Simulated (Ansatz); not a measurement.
SiO2: input, output and frames of a trajectory

Computed with Ansatz, DFT PBE, scalar-relativistic, plane waves, PAW. Cutoff 420 eV, shifted (0.5, 0.5, 0.0 steps) 2×2×1 k-points, Fermi–Dirac smearing of 0.1 eV. The mesh is coarse. No spin polarisation.

24 atoms, starting at 1.06 times the perfect crystal's volume (space group P-4c2, not the usual structure); Langevin thermostat at 1200 K (friction 0.02 fs⁻¹), fixed cell; 300 steps of 2 fs. The run is short and not equilibrated.

Self-consistency was reached.

The run took 10 min on 4 threads of Arm Neoverse V1 (shared host), peak memory 0.65 GiB.

Command:
```bash
ansatz run input.yaml --threads 4 --pin off --max-ram 9216MiB --backend cpu --events-out ev --progress --plain --runs-dir out
```

Input:
```yaml
crystal:
  lattice:
    - [6.7090950721, 0.0, 0.0]
    - [0.0, 6.7090950721, 0.0]
    - [0.0, 0.0, 8.3761616132]
  atoms:
    - { symbol: Si, position: [0.4816677203, 0.8219986893, 0.4256537794] }
    - { symbol: Si, position: [0.5629861987, 0.840140654, 0.9195445142] }
    - { symbol: Si, position: [0.789350984, 0.6308466721, 0.6021548923] }
    - { symbol: Si, position: [0.2590689269, 0.4980288112, 0.6079416297] }
    - { symbol: Si, position: [0.7855466988, 0.5606427102, 0.127428085] }
    - { symbol: Si, position: [0.4742601384, 0.3293011267, 0.9482740228] }
    - { symbol: Si, position: [0.2715318552, 0.633375804, 0.1357805184] }
    - { symbol: Si, position: [0.56107076, 0.3095662858, 0.4206996547] }
    - { symbol: O, position: [0.6637760278, 0.769982552, 0.7383786804] }
    - { symbol: O, position: [0.6738221633, 0.4318439403, 0.5963471504] }
    - { symbol: O, position: [0.6610290735, 0.7707809391, 0.0852724885] }
    - { symbol: O, position: [0.5443761045, 0.0673471533, 0.9286115784] }
    - { symbol: O, position: [0.7208218452, 0.4068108059, 0.9677393557] }
    - { symbol: O, position: [0.6790163343, 0.413302647, 0.2800902995] }
    - { symbol: O, position: [0.3387314885, 0.3817926101, 0.4527424203] }
    - { symbol: O, position: [0.3629171277, 0.7349343429, 0.593307548] }
    - { symbol: O, position: [0.3318280553, 0.7483235996, 0.9686402294] }
    - { symbol: O, position: [0.3333221653, 0.7914349998, 0.262626971] }
    - { symbol: O, position: [0.341641536, 0.3665430581, 0.7948675296] }
    - { symbol: O, position: [0.0221907661, 0.5932594348, 0.1362283522] }
    - { symbol: O, position: [0.5225559908, 0.066058303, 0.3870610532] }
    - { symbol: O, position: [0.7390885825, 0.7380787953, 0.4348820062] }
    - { symbol: O, position: [0.3582728549, 0.3801575412, 0.1296958254] }
    - { symbol: O, position: [0.0247774975, 0.5316770743, 0.5650424446] }
basis:
  ecutwfc: 420
kpoints:
  mp_grid: { grid: [2, 2, 1], shift: [0.5, 0.5, 0.0] }
hamiltonian:
  xc: pbe
scf:
  occupations: { method: fermi_dirac, width: 0.1034 }
  lower_state_search: "off"
  convergence: { dr2_threshold: 1.0e-07 }
output:
  forces: true
  stress: true
md:
  timestep: 2.0
  n_steps: 300
  ensemble: nvt_langevin
  temperature: 1200.0
  initial_velocities: maxwell_boltzmann
  seed: 69268
  friction: 0.02
```

Output (its end):
```
...
  E_band       = -766.084434
  E_kinetic    = 3194.473725
  E_local      = -11458.543740  (includes V_loc(G=0)·N_el)
  E_nonlocal   = 953.391376
  E_hartree    = 4519.549622
  E_xc         = -1626.890443
  E_vxc        = -1887.830964  (∫ρ·V_xc dr)
  E_paw        = -6644.343964  (= ΣΔE_a)
  E_vpaw       = -606.716356  (= ΣTr[D̂ρ^β])
  E_aug_tail   = 0.040722  (compensation charges beyond the density's cutoff)
  E_ewald      = -3122.656772
  E_smearing   = -0.000000  (= −TS)
  E_closure    = -0.000000  (closes the sum)
  Σ components = -14184.979474   (vs F -14184.979474, Δ=0.00e0)
--- Forces (eV/Å), atoms counted from 1 ---
  atom   1  Si     1.47053149     0.30392394     0.97425369
  atom   2  Si    -0.09513352     0.98148265    -1.37340610
  atom   3  Si    -0.45203123     3.97484806     1.23467388
  atom   4  Si    -0.66874378     0.64018530     3.37337581
  atom   5  Si    -0.29818813     0.46064796     1.22016905
  atom   6  Si     2.19707253    -2.54910947    -1.46523138
  atom   7  Si     5.85475410     2.62234578    -1.70359697
  atom   8  Si    -2.01229332    -2.18112715     0.84333509
  atom   9  O      1.15294819    -1.36611573    -1.27821239
  atom  10  O      1.28988378    -1.51435865     1.62978635
  atom  11  O      1.87541645    -0.72202606     0.92198403
  atom  12  O     -1.82082836     2.97854285    -0.47459001
  atom  13  O      0.88662762    -0.39486200     0.18816852
  atom  14  O      0.90862395     0.15873798    -1.76547418
  atom  15  O      1.23626825    -2.53028802    -4.05604847
  atom  16  O     -0.11347839    -0.04229558     0.16587210
  atom  17  O     -1.36819131    -1.43155143     1.96152895
  atom  18  O     -2.88935822    -0.78036659    -2.30272460
  atom  19  O     -1.01859169    -0.02536665     2.01671388
  atom  20  O     -3.22266805    -0.39093433     0.11028112
  atom  21  O     -0.86890995     2.24442234    -0.38139372
  atom  22  O     -0.41047650     1.14939107    -0.48960987
  atom  23  O     -1.40209875     0.63325718     0.15998925
  atom  24  O     -0.23116112    -2.21934581     0.49018854
  max |Σ_I F_I| component: 3.76e-5 eV/Å
--- Stress (GPa, compression-positive) ---
       -2.818428       2.069921       0.498051
        2.069921      -6.808290       0.007039
        0.498052       0.007039      -0.656457
  P = ⅓ Tr σ = -3.4277 GPa (-34.277 kbar)
--- MD trajectory: 300 steps, t = 0.0 → 600.0 fs ---
  final state: T = 1329.2 K   F+E_penalty+E_count = -14184.97947405 eV   E_kin = 4.123404 eV
```

Frames along the run (Å, eV/Å; dE is the potential energy from the first frame):

```xyz
24
Lattice="6.709 0.000 0.000 0.000 6.709 0.000 0.000 0.000 8.376" Properties=species:S:1:pos:R:3:forces:R:3 pbc="T T T" time_fs=0.00 dE_eV=0.0000 T_K=1150
Si    3.232    5.515    3.565    1.014    1.428   -0.017
Si    3.777    5.637    7.702   -1.410   -1.802   -1.389
Si    5.296    4.232    5.044    1.200    0.488    0.618
Si    1.738    3.341    5.092    1.036    1.537    2.016
Si    5.270    3.761    1.067   -1.540   -2.260   -0.522
Si    3.182    2.209    7.943    2.852   -2.953    1.964
Si    1.822    4.249    1.137   -1.934   -3.237   -3.126
Si    3.764    2.077    3.524    1.919   -0.920    1.547
O     4.453    5.166    6.185    1.899    0.031    2.141
O     4.521    2.897    4.995   -2.957   -5.315   -1.639
O     4.435    5.171    0.714    2.991   -1.863    1.663
O     3.652    0.452    7.778   -1.211    5.421   -0.046
O     4.836    2.729    8.106   -1.455    1.177    0.929
O     4.556    2.773    2.346    2.019    1.392   -1.964
O     2.273    2.561    3.792   -1.454    0.075    0.313
O     2.435    4.931    4.970   -0.519   -0.554   -2.065
O     2.226    5.021    8.113    0.239   -0.781   -1.334
O     2.236    5.310    2.200    1.466    0.170    4.052
O     2.292    2.459    6.658   -1.970    1.986   -3.542
O     0.149    3.980    1.141    0.695    0.267    0.334
O     3.506    0.443    3.242    0.606    0.096    1.658
O     4.959    4.952    3.643   -2.754    2.346   -1.058
O     2.404    2.551    1.086   -0.259    2.170   -2.613
O     0.166    3.567    4.733   -0.473    1.100    2.079
24
Lattice="6.709 0.000 0.000 0.000 6.709 0.000 0.000 0.000 8.376" Properties=species:S:1:pos:R:3:forces:R:3 pbc="T T T" time_fs=76.00 dE_eV=-1.9908 T_K=1152
Si    3.336    5.450    3.552    0.497    0.266   -1.813
Si    3.932    5.788    7.779   -1.676   -2.473   -1.562
Si    5.225    4.137    5.114    0.681    1.189    2.381
Si    1.592    3.482    5.004    1.739    0.738    1.434
Si    5.130    3.744    0.913    1.794   -1.613    0.005
Si    3.070    2.143    7.640    3.029    1.881    0.789
Si    1.730    4.201    0.898   -0.126   -1.409    0.833
Si    3.670    1.994    3.565    1.867    0.680   -1.532
O     4.673    5.002    6.430   -0.788    1.465    0.138
O     4.747    2.671    4.778   -3.065   -4.057   -1.247
O     4.861    5.504    0.694    0.110   -2.636    0.405
O     3.601    0.621    7.623   -0.544    0.534   -0.874
O     4.682    2.894    7.824   -0.982    0.899    2.478
O     4.687    2.483    2.078   -1.702    1.107    1.070
O     1.947    2.365    3.726    1.745    1.623    1.515
O     2.425    5.026    4.809   -1.604   -2.071    0.073
O     2.311    5.165    8.111    1.204    0.445   -1.005
O     2.666    4.788    2.182   -0.721   -0.158    0.461
O     2.439    2.861    6.346   -1.335   -0.350   -1.703
O     0.127    3.947    1.224   -0.639    0.302   -0.642
O     3.600    0.349    3.495    0.012    1.180    0.147
O     4.869    4.787    3.679   -0.709    2.014   -0.347
O     2.178    2.578    0.548   -0.225    0.878    0.322
O     0.092    3.918    5.530    1.438   -0.432   -1.325
24
Lattice="6.709 0.000 0.000 0.000 6.709 0.000 0.000 0.000 8.376" Properties=species:S:1:pos:R:3:forces:R:3 pbc="T T T" time_fs=150.00 dE_eV=-2.2033 T_K=1325
Si    3.070    5.681    3.553    1.946    1.559    0.487
Si    3.738    5.789    7.700   -1.765    0.186   -0.069
Si    5.179    4.229    5.186    1.287   -2.352   -0.199
Si    1.689    3.755    5.106    0.074   -2.703    0.103
Si    5.178    3.842    0.733    1.327   -5.669    4.416
Si    3.095    2.253    7.589    0.557    0.956    1.872
Si    1.675    4.272    0.917    2.559    0.421    0.069
Si    3.821    2.171    3.622    0.376    0.502   -3.668
O     4.583    5.194    6.420    0.590   -0.210    0.151
O     4.675    2.505    4.938    0.789    2.614    1.707
O     4.597    5.278    0.695   -1.441    3.862   -1.249
O     3.198    0.671    7.440    1.453   -2.416    0.297
O     4.542    2.961    7.872    2.338    0.121   -0.612
O     4.824    2.844    2.206   -1.397    0.445    0.014
O     2.276    2.897    3.796    1.199   -0.867    0.197
O     2.068    5.251    4.799    2.444    3.007    0.199
O     2.269    5.026    7.899   -0.042    1.196    1.120
O     2.110    5.353    2.294    0.003   -1.898   -2.764
O     2.201    2.934    6.480   -1.328    0.838   -3.139
O     0.120    4.021    1.030   -1.878   -0.056   -1.020
O     3.779    0.534    3.405   -1.859   -0.169    0.274
O     4.576    5.005    3.949   -1.581    0.456   -1.884
O     2.438    2.795    0.598   -2.080    0.507    2.229
O     0.123    4.009    4.966   -3.571   -0.329    1.468
24
Lattice="6.709 0.000 0.000 0.000 6.709 0.000 0.000 0.000 8.376" Properties=species:S:1:pos:R:3:forces:R:3 pbc="T T T" time_fs=224.00 dE_eV=-1.5121 T_K=1352
Si    3.101    5.606    3.593    1.387    2.843   -0.282
Si    3.628    5.745    7.682    1.449   -4.983    1.576
Si    5.126    4.199    5.194   -4.647    0.930   -2.401
Si    1.559    3.620    5.446    2.464    1.824   -3.101
Si    5.246    3.624    1.028    1.107    0.472   -0.804
Si    3.311    2.188    7.809   -1.381   -0.348    0.555
Si    1.729    4.134    1.064   -1.014   -0.103   -2.264
Si    3.382    2.264    3.528    0.986   -0.330    0.665
O     4.218    4.948    6.353    2.028    0.217    0.892
O     4.304    2.678    4.912    1.559    1.585   -1.219
O     4.859    5.191    0.561   -1.737   -0.175   -1.139
O     3.539    0.566    7.545   -0.854    2.699   -0.088
O     4.845    2.584    8.107    0.582    1.360    0.655
O     4.408    3.007    2.286   -1.181   -1.153    1.619
O     1.875    2.909    3.956    0.518   -1.033    0.049
O     2.372    5.118    4.962   -1.961   -0.540    0.103
O     2.127    5.041    8.040    0.575    0.731    0.922
O     2.350    4.955    2.261    0.547    1.078    1.442
O     2.462    2.868    6.583   -1.710   -0.162   -0.955
O     0.229    3.492    1.206   -3.033    1.713    0.292
O     3.015    0.664    3.394    0.506   -1.016   -0.095
O     4.800    5.439    3.706   -1.340   -2.648    2.543
O     2.272    2.674    0.656    2.749   -2.175   -0.391
O    -0.037    4.044    5.325    2.400   -0.787    1.427
24
Lattice="6.709 0.000 0.000 0.000 6.709 0.000 0.000 0.000 8.376" Properties=species:S:1:pos:R:3:forces:R:3 pbc="T T T" time_fs=300.00 dE_eV=-1.9386 T_K=1035
Si    3.373    5.574    3.789   -3.676    1.757   -4.318
Si    3.648    5.677    7.781   -0.783    0.012   -1.371
Si    5.270    4.190    5.411   -1.869   -0.026   -1.053
Si    1.742    3.427    5.231   -0.853    4.039   -5.279
Si    5.192    3.690    0.999   -0.249    2.439   -1.051
Si    3.118    2.209    7.840   -0.589   -0.316   -0.224
Si    1.680    4.216    1.065   -0.223    0.833    1.782
Si    3.849    2.155    3.657   -0.764   -0.781   -0.958
O     4.431    5.178    6.414    1.014   -0.043    1.510
O     4.355    2.830    5.124    1.806   -1.634   -1.464
O     4.447    5.212    0.667    2.851   -1.547    2.524
O     3.474    0.582    7.730   -1.031    1.117   -0.040
O     4.633    2.849    8.049    0.249   -0.102    0.041
O     4.679    2.916    2.262   -2.246   -2.744    4.180
O     2.239    2.486    3.873   -1.001    1.157    0.853
O     2.335    5.070    4.839   -2.505   -2.338    3.196
O     2.263    4.782    7.977   -0.946    2.286    0.175
O     2.324    4.887    2.455    0.679    0.362   -1.406
O     2.352    2.745    6.426    1.287   -2.842    5.006
O     0.026    4.050    1.364    1.058    0.379   -1.320
O     3.657    0.445    3.429    0.642    2.269    0.372
O     4.761    5.012    4.086    4.331   -0.946   -0.911
O     2.079    2.698    0.689    1.460   -2.855   -0.506
O     0.107    3.804    5.414    1.358   -0.475    0.263
24
Lattice="6.709 0.000 0.000 0.000 6.709 0.000 0.000 0.000 8.376" Properties=species:S:1:pos:R:3:forces:R:3 pbc="T T T" time_fs=376.00 dE_eV=-1.6011 T_K=1202
Si    3.341    5.681    3.608   -1.797    0.873   -0.513
Si    3.760    5.620    7.916   -2.925    0.990    0.764
Si    5.076    4.079    5.348   -0.115   -2.167   -1.089
Si    1.676    3.637    5.318    0.493    1.733   -0.281
Si    5.235    3.795    1.270   -5.497   -1.621   -2.069
Si    3.208    2.192    7.882   -1.555    2.826    0.029
Si    1.659    4.325    1.089    0.750   -2.169    0.600
Si    3.645    2.202    3.565    3.783   -3.590    2.596
O     4.321    4.723    6.676    1.275    2.050   -0.860
O     4.476    2.449    5.142    0.694    1.969   -1.705
O     4.530    5.293    0.995    0.172    0.204   -1.700
O     3.425    0.622    7.885    0.923   -3.378   -0.583
O     4.642    2.969    8.209    0.947   -0.580    1.821
O     4.517    2.935    2.485    1.123    0.158   -2.088
O     2.299    2.746    4.031   -5.264    1.584    0.724
O     2.501    5.243    4.911   -3.003   -1.935    2.165
O     2.084    4.985    8.006    1.448    2.170    1.559
O     2.454    4.981    2.442   -2.201   -0.836   -2.965
O     2.193    2.845    6.630    1.012   -0.978   -0.038
O     0.000    4.060    1.505    5.657    0.904   -0.205
O     3.598    0.538    3.235   -0.147    1.354    0.640
O     4.699    4.901    3.878    3.000   -0.463    2.345
O     2.166    2.734    0.692   -0.227    0.444    1.734
O    -0.004    3.852    5.571    1.455    0.458   -0.879
24
Lattice="6.709 0.000 0.000 0.000 6.709 0.000 0.000 0.000 8.376" Properties=species:S:1:pos:R:3:forces:R:3 pbc="T T T" time_fs=450.00 dE_eV=-2.3346 T_K=1216
Si    3.095    5.833    3.887    1.220    0.964   -3.474
Si    3.729    5.662    7.947    0.353    3.596   -2.245
Si    5.279    4.336    5.404   -2.462    1.298   -0.275
Si    1.631    3.616    5.269    3.092   -1.310   -0.215
Si    5.200    3.884    1.211    0.719   -3.296   -1.006
Si    3.246    2.197    7.822   -1.010    3.320    2.293
Si    1.679    4.363    1.072   -0.047   -4.075    2.426
Si    3.807    2.417    3.736   -2.023   -1.401   -0.025
O     4.735    5.309    6.676   -0.227   -1.325   -0.353
O     4.511    2.881    5.144    0.523    0.181    0.030
O     4.702    5.374    0.818    0.431    0.225    1.079
O     3.328    0.638    7.651    0.976   -2.616    0.352
O     4.775    2.860    8.216   -0.762    0.596    0.824
O     4.640    3.248    2.622   -0.184   -0.758   -0.699
O     2.223    2.851    3.865   -1.661    1.532    2.131
O     2.149    5.156    5.014    0.094    1.358    0.333
O     2.204    5.189    8.167   -0.778    0.389   -0.899
O     2.474    5.075    2.337   -0.277    1.594    1.835
O     2.320    2.915    6.633   -0.199    0.041   -1.345
O     0.114    3.622    1.414    0.755    3.211   -0.860
O     3.334    0.807    3.574    0.643   -2.039    0.384
O     4.684    5.428    4.169    0.660   -1.503    0.928
O     2.328    2.840    0.793    1.265   -0.630   -0.983
O     0.083    3.786    5.571   -1.101    0.648   -0.236
24
Lattice="6.709 0.000 0.000 0.000 6.709 0.000 0.000 0.000 8.376" Properties=species:S:1:pos:R:3:forces:R:3 pbc="T T T" time_fs=524.00 dE_eV=-1.4354 T_K=1229
Si    3.169    5.688    3.822   -1.334   -0.917    2.130
Si    3.843    5.858    8.003   -1.837   -0.287   -2.056
Si    5.179    4.016    5.390   -0.782    1.189    2.785
Si    1.763    3.790    5.484   -1.450    1.714    1.228
Si    5.249    3.839    1.376    0.538    1.616   -1.958
Si    3.305    2.407    8.085   -0.586    2.011    0.735
Si    1.744    4.672    1.288    0.014   -1.537   -3.818
Si    3.779    2.078    3.712    2.212    1.985    3.073
O     4.622    5.015    6.739   -0.818    1.214    0.073
O     4.715    2.458    5.219   -0.705   -0.310   -1.638
O     4.436    5.402    1.078    0.917   -1.512    1.525
O     3.799    0.873    7.998   -0.563   -2.165   -0.385
O     4.789    3.125    8.350   -0.137   -0.791    0.379
O     4.778    2.766    2.561   -0.197   -0.085   -0.278
O     2.459    3.028    4.154   -0.994   -1.068   -0.690
O     2.209    5.396    5.262    1.277   -0.551   -2.406
O     2.129    5.407    8.073    1.804    0.024    3.261
O     1.985    5.658    2.593    1.729   -1.408    0.303
O     2.428    3.125    6.829    0.081   -1.410   -0.149
O     0.138    4.388    1.220   -1.957   -1.002    1.093
O     3.796    0.454    3.733   -0.495    1.996   -0.453
O     4.569    4.783    4.090   -1.023    1.548   -1.324
O     2.371    2.973    1.075    0.317    1.249   -0.308
O     0.020    4.139    5.738    3.987   -1.504   -1.122
24
Lattice="6.709 0.000 0.000 0.000 6.709 0.000 0.000 0.000 8.376" Properties=species:S:1:pos:R:3:forces:R:3 pbc="T T T" time_fs=600.00 dE_eV=-2.1159 T_K=1329
Si    3.338    5.829    3.934    1.471    0.304    0.974
Si    3.673    5.767    8.219   -0.095    0.981   -1.373
Si    5.285    4.260    5.602   -0.452    3.975    1.235
Si    1.792    4.071    5.475   -0.669    0.640    3.373
Si    5.124    3.829    1.330   -0.298    0.461    1.220
Si    3.042    2.417    8.162    2.197   -2.549   -1.465
Si    1.599    4.206    1.543    5.855    2.622   -1.704
Si    3.868    2.392    3.946   -2.012   -2.181    0.843
O     4.511    5.222    6.891    1.153   -1.366   -1.278
O     4.765    2.800    5.215    1.290   -1.514    1.630
O     4.494    5.340    1.169    1.875   -0.722    0.922
O     3.650    0.683    8.185   -1.821    2.979   -0.475
O     4.554    3.065    8.389    0.887   -0.395    0.188
O     4.553    3.012    2.661    0.909    0.159   -1.765
O     2.346    3.048    4.434    1.236   -2.530   -4.056
O     2.401    5.576    5.255   -0.113   -0.042    0.166
O     2.157    5.174    8.463   -1.368   -1.432    1.962
O     2.576    5.019    2.763   -2.889   -0.780   -2.303
O     2.481    3.047    6.727   -1.019   -0.025    2.017
O     0.070    4.046    1.571   -3.223   -0.391    0.110
O     3.826    0.676    3.837   -0.869    2.244   -0.381
O     4.760    5.038    4.263   -0.410    1.149   -0.490
O     2.290    2.707    1.204   -1.402    0.633    0.160
O     0.209    4.588    5.612   -0.231   -2.219    0.490
```